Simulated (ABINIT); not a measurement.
# ZnSe (Stilleite) (F-43m) in ABINIT: further runs

Aim: see how the results for ZnSe (Stilleite) move with the level of theory and the settings. Levels: PW91, BP86, HLE16. Tasks: band structure.

All numbers are computed with ABINIT 10.8.3 (patched build); they aren't measurements. Logs are shortened: lines on timing, memory, paths and dates and some standing lists are left out, and cuts for length are marked. The log counts tension as positive stress, the text compression.

**Experimental background.**

From “Alloy Disordering Effects on the Thermal Conductivity and Energy Gap Temperature Dependence of Cd1−xZnxSe Ternary Crystals Grown by the Bridgman Method”, 2023, pmc:10253836, for a bulk crystal of ZnSe at 300 K: band gap 2.695 ± 0.003 eV (an exciton energy, a little under the gap).

The runs below are set against these values where they give the same quantity.

**1. The structure**

It takes space group F-43m (No. 216, cubic). Conventional cell: a = 5.668 Å, b = 5.668 Å, c = 5.668 Å, α = 90.00°, β = 90.00°, γ = 90.00°. Se (site symmetry -43m) is surrounded by 4 Zn at 2.45 Å. Zn (site symmetry -43m) is surrounded by 4 Se at 2.45 Å.

**2. Band structure, PW91**

Input file run.abi:

```
# Datasets: ground state, then fixed potential
ndtset 2

# Pseudopotentials
pp_dirpath "./"
pseudos "Se.GGA_PBE-JTH.xml, Zn.GGA_PBE-JTH.xml"

# Structure
acell 3*1.0
rprim
     0.0000000000     5.3551058920     5.3551058920
     5.3551058920     0.0000000000     5.3551058920
     5.3551058920     5.3551058920     0.0000000000
ntypat 2
znucl 34 30
natom 2
typat 1 2
xcart
     8.0326588379     8.0326588379     8.0326588379
     0.0000000000     0.0000000000     0.0000000000

# Plane-wave basis
ecut 20.0
pawecutdg 40.0

# Exchange and correlation
ixc -109134

# Bands and occupations
occopt 3
tsmear 0.05 eV

# SCF cycle
nstep 100

# Output
iomode 3
prtwf 0
prteig 0
prtebands 0
prtden1 1

# Dataset 1
kptopt1 1
ngkpt1 8 8 8
nshiftk1 1
shiftk1 0.0 0.0 0.0
nband1 13
tolvrs1 1.0e-9

# Dataset 2: bands along G-X-W-K-G-L-U-W-L-K
iscf2 -2
getden2 1
nband2 17
nbdbuf2 2
tolwfr2 1.0e-12
kptopt2 -9
ndivsm2 6
prteig2 1
kptbounds2
     0.0000000000     0.0000000000     0.0000000000
     0.5000000000     0.0000000000     0.5000000000
     0.5000000000     0.2500000000     0.7500000000
     0.3750000000     0.3750000000     0.7500000000
     0.0000000000     0.0000000000     0.0000000000
     0.5000000000     0.5000000000     0.5000000000
     0.6250000000     0.2500000000     0.6250000000
     0.5000000000     0.2500000000     0.7500000000
     0.5000000000     0.5000000000     0.5000000000
     0.3750000000     0.3750000000     0.7500000000
```

Potentials or basis: JTH PAW PBE v2.0.

Started as:

```sh
$ abinit run.abi > log 2>&1
```

run.abo:

```text
.Version 10.8.3 of ABINIT
 DATASET    1 : space group F-4 3 m (#216); Bravais cF (face-center cubic)
================================================================================
 Values of the parameters that define the memory need for DATASET  1.
     intxc =       0    ionmov =       0      iscf =      17    lmnmax =      18
     lnmax =       6     mgfft =      32  mpssoang =       3    mqgrid =    3001
     natom =       2  nloc_mem =       2    nspden =       1   nspinor =       1
    nsppol =       1      nsym =      24    n1xccc =       1    ntypat =       2
    occopt =       3   xclevel =       2
       mpw =        1329          nfft =       32768          nkpt =          29
 PAW method is used; the additional fine FFT grid is defined by:
   mgfftf=        45    nfftf =     91125
================================================================================
================================================================================

 DATASET    2 : space group F-4 3 m (#216); Bravais cF (face-center cubic)
================================================================================
 Values of the parameters that define the memory need for DATASET  2.
     intxc =       0    ionmov =       0      iscf =      -2    lmnmax =      18
     lnmax =       6     mgfft =      32  mpssoang =       3    mqgrid =    3001
     natom =       2  nloc_mem =       2    nspden =       1   nspinor =       1
    nsppol =       1      nsym =      24    n1xccc =       1    ntypat =       2
    occopt =       3   xclevel =       2
       mpw =        1335          nfft =       32768          nkpt =         103
 PAW method is used; the additional fine FFT grid is defined by:
   mgfftf=        45    nfftf =     91125
================================================================================
================================================================================

--------------------------------------------------------------------------------
------------- Echo of variables that govern the present computation ------------
--------------------------------------------------------------------------------
 -outvars: echo values of preprocessed input variables --------
            acell      1.0000000000E+00  1.0000000000E+00  1.0000000000E+00 Bohr
              amu      7.89600000E+01  6.53900000E+01
             ecut      2.00000000E+01 Hartree
           getden1          0
           getden2          1
             iscf1         17
             iscf2         -2
                       outvar_i_n : Printing only first  50 k-points.
              ixc     -109134
           jdtset        1    2
                       outvar_i_n : Printing only first  50 k-points.
           kptopt1          1
           kptopt2         -9
         kptrlatt        8    0    0      0    8    0      0    0    8
          kptrlen1     6.05861070E+01
          kptrlen2     3.00000000E+01
            natom           2
            nband1         13
            nband2         17
           nbdbuf1          0
           nbdbuf2          2
           ndtset           2
           ndivsm1          0
           ndivsm2          6
            ngfft          32      32      32
          ngfftdg          45      45      45
             nkpt1         29
             nkpt2        103
            nstep         100
             nsym          24
           ntypat           2
           occopt           3
        pawecutdg      4.00000000E+01 Hartree
         pawxcdev           0
        prtebands           0
           prteig1          0
           prteig2          1
            prtwf           0
            rprim      0.0000000000E+00  5.3551058920E+00  5.3551058920E+00
                       5.3551058920E+00  0.0000000000E+00  5.3551058920E+00
                       5.3551058920E+00  5.3551058920E+00  0.0000000000E+00
           shiftk1     0.00000000E+00  0.00000000E+00  0.00000000E+00
           shiftk2     5.00000000E-01  5.00000000E-01  5.00000000E-01
          spgroup         216
           tolvrs1     1.00000000E-09
           tolvrs2     0.00000000E+00
           tolwfr1     0.00000000E+00
           tolwfr2     1.00000000E-12
           tsmear      1.83746611E-03 Hartree
            typat      1  2
           useylm           1
[... 251 lines left out ...]

 Fine grid specifications (used for densities):

 getcut: wavevector=  0.0000  0.0000  0.0000  ngfft=  45  45  45
         ecut(hartree)=     40.000   => boxcut(ratio)=   2.04068
--------------------------------------------------------------------------------

================================================================================
 Non-SCF case, kpt    1 (  0.00000  0.00000  0.00000), residuals and eigenvalues=
  3.35E-13  5.64E-13  1.75E-13  4.25E-13  1.87E-13  1.63E-13  5.63E-13  9.41E-13
  4.40E-13  5.87E-13  5.75E-13  4.37E-13  5.61E-13  8.42E-13  5.93E-13  3.05E-11
  7.79E-13
 -3.9547E-01 -1.4939E-01 -1.4939E-01 -1.4939E-01 -1.3595E-01 -1.3595E-01
  9.2241E-02  9.2241E-02  9.2241E-02  1.3826E-01  3.0609E-01  3.0609E-01
  3.0609E-01  4.5856E-01  5.1730E-01  5.1730E-01  5.7503E-01
 Non-SCF case, kpt    2 (  0.02941  0.00000  0.02941), residuals and eigenvalues=
  2.85E-13  9.69E-13  5.72E-13  1.80E-13  4.72E-13  4.37E-13  5.62E-13  5.47E-13
  5.06E-13  9.24E-13  4.69E-13  6.63E-13  7.79E-13  4.55E-13  5.22E-13  2.96E-10
  3.00E-05
[... 696 lines left out ...]
 Non-SCF case, kpt  102 (  0.38750  0.38750  0.72500), residuals and eigenvalues=
  1.84E-13  7.61E-13  5.48E-13  8.63E-13  5.94E-13  7.29E-13  8.56E-13  8.39E-13
  4.98E-13  7.53E-13  1.42E-13  7.55E-13  5.49E-13  7.65E-13  8.47E-13  8.89E-07
  1.67E-04
 -3.5815E-01 -1.4591E-01 -1.4212E-01 -1.3830E-01 -1.3522E-01 -1.2639E-01
 -8.1049E-02 -2.1466E-02  2.9685E-02  2.2679E-01  3.0799E-01  4.1184E-01
  4.2308E-01  4.4537E-01  5.3010E-01  6.5938E-01  6.9948E-01
 Non-SCF case, kpt  103 (  0.37500  0.37500  0.75000), residuals and eigenvalues=
  2.85E-13  2.74E-13  4.91E-13  2.74E-13  2.80E-13  2.74E-13  3.47E-13  5.86E-13
  4.87E-13  3.08E-13  3.16E-13  7.36E-13  4.03E-13  2.60E-13  3.25E-13  1.09E-07
  2.28E-04
 -3.5760E-01 -1.4603E-01 -1.4175E-01 -1.3866E-01 -1.3509E-01 -1.2620E-01
 -8.1152E-02 -2.0936E-02  2.6623E-02  2.2373E-01  2.9761E-01  4.2504E-01
  4.3383E-01  4.4386E-01  5.3718E-01  6.5851E-01  7.2003E-01

--- !ResultsGS
iteration_state: {dtset: 2, }
comment   : Summary of ground state results
lattice_vectors:
- [  0.0000000,   5.3551059,   5.3551059, ]
- [  5.3551059,   0.0000000,   5.3551059, ]
- [  5.3551059,   5.3551059,   0.0000000, ]
lattice_lengths: [   7.57326,    7.57326,    7.57326, ]
lattice_angles: [ 60.000,  60.000,  60.000, ] # degrees, (23, 13, 12)
lattice_volume:   3.0713845E+02
convergence: {deltae:  0.000E+00, res2:  0.000E+00, residm:  9.993E-13, diffor:  0.000E+00, }
etotal    :  -7.40453537E+01
entropy   :   0.00000000E+00
fermie    :   1.16520347E-01
cartesian_stress_tensor: null
pressure_GPa: null
xred      :
- [  7.5000E-01,   7.5000E-01,   7.5000E-01, Se]
- [ -9.3369E-12,  -9.3370E-12,  -9.3369E-12, Zn]
cartesian_forces: null
force_length_stats: {min: null, max: null, mean: null, }
...

 Integrated electronic density in atomic spheres:
 ------------------------------------------------
 Atom  Sphere_radius  Integrated_density
    1        2.21132          4.03139540
    2        2.30770         10.77369204

================================================================================

 ----iterations are completed or convergence reached----

 Mean square residual over all n,k,spin=   53.388E-14; max=  99.932E-14
 reduced coordinates (array xred) for    2 atoms
       0.749999999991      0.749999999991      0.749999999991
      -0.000000000009     -0.000000000009     -0.000000000009

 cartesian coordinates (angstrom) at end:
    1      4.25069999709153     4.25069999709153     4.25069999709153
    2     -0.00000000005292    -0.00000000005292    -0.00000000005292
 length scales=  1.000000000000  1.000000000000  1.000000000000 bohr
              =  0.529177210544  0.529177210544  0.529177210544 angstroms
 Eigenvalues (hartree) for nkpt= 103  k points:
 kpt#   1, nband= 17, wtk=  1.00000, kpt=  0.0000  0.0000  0.0000 (reduced coord)
  -0.39547   -0.14939   -0.14939   -0.14939   -0.13595   -0.13595    0.09224    0.09224
   0.09224    0.13826    0.30609    0.30609    0.30609    0.45856    0.51730    0.51730
   0.57503
 kpt#   2, nband= 17, wtk=  1.00000, kpt=  0.0294  0.0000  0.0294 (reduced coord)
  -0.39519   -0.14940   -0.14932   -0.14932   -0.13597   -0.13593    0.08686    0.09127
   0.09127    0.14394    0.30407    0.30756    0.30756    0.46160    0.50853    0.51777
   0.57673
 kpt#   3, nband= 17, wtk=  1.00000, kpt=  0.0588  0.0000  0.0588 (reduced coord)
  -0.39436   -0.14946   -0.14914   -0.14914   -0.13604   -0.13588    0.07506    0.08843
   0.08843    0.15660    0.29849    0.31190    0.31190    0.46979    0.49034    0.51915
   0.57963
 kpt#   4, nband= 17, wtk=  1.00000, kpt=  0.0882  0.0000  0.0882 (reduced coord)
  -0.39298   -0.14954   -0.14883   -0.14883   -0.13616   -0.13580    0.06125    0.08398
   0.08398    0.17165    0.29042    0.31884    0.31884    0.46623    0.48620    0.52144
   0.58529
 kpt#   5, nband= 17, wtk=  1.00000, kpt=  0.1176  0.0000  0.1176 (reduced coord)
[... 381 lines left out ...]
   0.03764    0.23308    0.31569    0.39033    0.39425    0.46528    0.53001    0.62142
   0.66077
 kpt# 101, nband= 17, wtk=  1.00000, kpt=  0.4000  0.4000  0.7000 (reduced coord)
  -0.35907   -0.14584   -0.14262   -0.13800   -0.13532   -0.12692   -0.08184   -0.01817
   0.03341    0.23019    0.31498    0.39717    0.40937    0.45436    0.52813    0.64681
   0.67525
 kpt# 102, nband= 17, wtk=  1.00000, kpt=  0.3875  0.3875  0.7250 (reduced coord)
  -0.35815   -0.14591   -0.14212   -0.13830   -0.13522   -0.12639   -0.08105   -0.02147
   0.02969    0.22679    0.30799    0.41184    0.42308    0.44537    0.53010    0.65938
   0.69948
 kpt# 103, nband= 17, wtk=  1.00000, kpt=  0.3750  0.3750  0.7500 (reduced coord)
  -0.35760   -0.14603   -0.14175   -0.13866   -0.13509   -0.12620   -0.08115   -0.02094
   0.02662    0.22373    0.29761    0.42504    0.43383    0.44386    0.53718    0.65851
   0.72003

== END DATASET(S) ==============================================================
================================================================================

 -outvars: echo values of variables after computation  --------
            acell      1.0000000000E+00  1.0000000000E+00  1.0000000000E+00 Bohr
           etotal1    -7.4045353658E+01
            fcart1     7.3874504217E-48  7.8565358856E-31 -7.3874504217E-48
                      -7.3874504217E-48 -7.8565358856E-31  7.3874504217E-48
            rprim      0.0000000000E+00  5.3551058920E+00  5.3551058920E+00
                       5.3551058920E+00  0.0000000000E+00  5.3551058920E+00
                       5.3551058920E+00  5.3551058920E+00  0.0000000000E+00
           strten1    -5.2260820220E-05 -5.2260820220E-05 -5.2260820220E-05
                       0.0000000000E+00  0.0000000000E+00  0.0000000000E+00
           xangst      4.2506999971E+00  4.2506999971E+00  4.2506999971E+00
                      -5.2918321739E-11 -5.2918085778E-11 -5.2918321739E-11
             xred      7.4999999999E-01  7.4999999999E-01  7.4999999999E-01
                      -9.3369478815E-12 -9.3370311482E-12 -9.3369478815E-12
 Calculation completed.
```

It took 1.7 min on 1 thread of Arm Neoverse V1, shared host; peak memory 0.13 GiB.

Results:

```
Free energy                                           : -2014.8767 eV
Band gap on the k mesh                                : 1.25 eV, direct
Valence electrons inside the program's atomic spheres : Se 4.03; Zn 10.77
```

Levels at the corners of the path, in eV from the valence-band top:
| point | band 6 | band 7 | band 8 | band 9 | band 10 | band 11 | band 12 | band 13 |
| --- | --- | --- | --- | --- | --- | --- | --- | --- |
| Γ | -6.21 | 0.00 | 0.00 | 0.00 | 1.25 | 5.82 | 5.82 | 5.82 |
| X | -6.03 | -4.76 | -2.18 | -2.18 | 2.98 | 3.45 | 10.71 | 11.26 |
| W | -5.91 | -4.69 | -2.76 | -2.66 | 5.48 | 5.53 | 6.98 | 7.73 |
| K | -5.94 | -4.72 | -3.08 | -1.79 | 3.58 | 5.59 | 9.06 | 9.30 |
| Γ | -6.21 | 0.00 | 0.00 | 0.00 | 1.25 | 5.82 | 5.82 | 5.82 |
| L | -6.05 | -5.22 | -0.86 | -0.86 | 2.52 | 6.40 | 6.40 | 8.57 |
| U | -5.94 | -4.72 | -3.08 | -1.79 | 3.58 | 5.59 | 9.06 | 9.30 |
| W | -5.91 | -4.69 | -2.76 | -2.66 | 5.48 | 5.53 | 6.98 | 7.73 |
| L | -6.05 | -5.22 | -0.86 | -0.86 | 2.52 | 6.40 | 6.40 | 8.57 |
| K | -5.94 | -4.72 | -3.08 | -1.79 | 3.58 | 5.59 | 9.06 | 9.30 |

Caveat: the cutoff is too short for stress, so the log's stress isn't used; the PAW data sets were made with another functional, which shifts forces and pressure a little.

(Continued in part 2 of 2.)
